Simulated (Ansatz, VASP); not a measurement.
Zn: VASP beside Ansatz

File INCAR:

```
SYSTEM = Zn
PREC = Accurate
ENCUT = 520
EDIFF = 1E-7
ISMEAR = 0
SIGMA = 0.3
LREAL = .FALSE.
LASPH = .TRUE.
NELM = 60
ALGO = Normal
ISIF = 2
LWAVE = .FALSE.
LCHARG = .FALSE.
GGA = PE
NBANDS = 19
```

File KPOINTS:

```
Automatic mesh
0
G
  14 14 7
  0 0 0
```

File POSCAR:

```
Zn
1.0
    2.6556370042      0.0000000000      0.0000000000
   -1.3278185021      2.2998491089      0.0000000000
    0.0000000000      0.0000000000      4.9624616040
Zn
2
Direct
    0.3333333333      0.6666666667      0.2500000000
    0.6666666667      0.3333333333      0.7500000000
```

Input for Ansatz:

```yaml
crystal:
  lattice:
    - [2.6556370042, 0.0, 0.0]
    - [-1.3278185021, 2.2998491089, 0.0]
    - [0.0, 0.0, 4.962461604]
  atoms:
    - { symbol: Zn, position: [0.3333333333, 0.6666666667, 0.25] }
    - { symbol: Zn, position: [0.6666666667, 0.3333333333, 0.75] }
hamiltonian:
  xc: pbe
  pseudopotentials:
    kind: paw
    azcp:
      Zn: "pseudopotentials/Zn.paw.azcp"
basis:
  ecutwfc: 420
  fft_grid_basis: typed
kpoints:
  mp_grid: { grid: [14, 14, 7], shift: [0, 0, 0] }
magnetization:
  spin_polarized: false
scf:
  occupations: { method: gaussian, width: 0.3 }
  lower_state_search: "off"
output:
  stress: true
```

Alike in both runs: task single point; functional PBE; k mesh 14 × 14 × 7; occupations gaussian, width 0.3 eV; no spin polarisation.

```csv
,VASP,Ansatz
version,VASP 6.6.1,Ansatz 0.2.0
potentials or method,"VASP PAW PBE potentials, release 64 (Zn)","plane waves (420 eV) with PAW, scalar-relativistic"
plane-wave cutoff (eV),520,420
valence electrons in the cell,24,24
```

Ansatz gave:

| Quantity | Value |
| --- | --- |
| pressure (GPa) | 0.2 |
| largest component of the traceless stress (GPa) | 0.32 |

Question: Estimate VASP's values.

Answer: Pressure (GPa): 0.5; largest component of the traceless stress (GPa): 0.48.

The functional is the same, so the differences come from potentials, cutoffs and numerics.
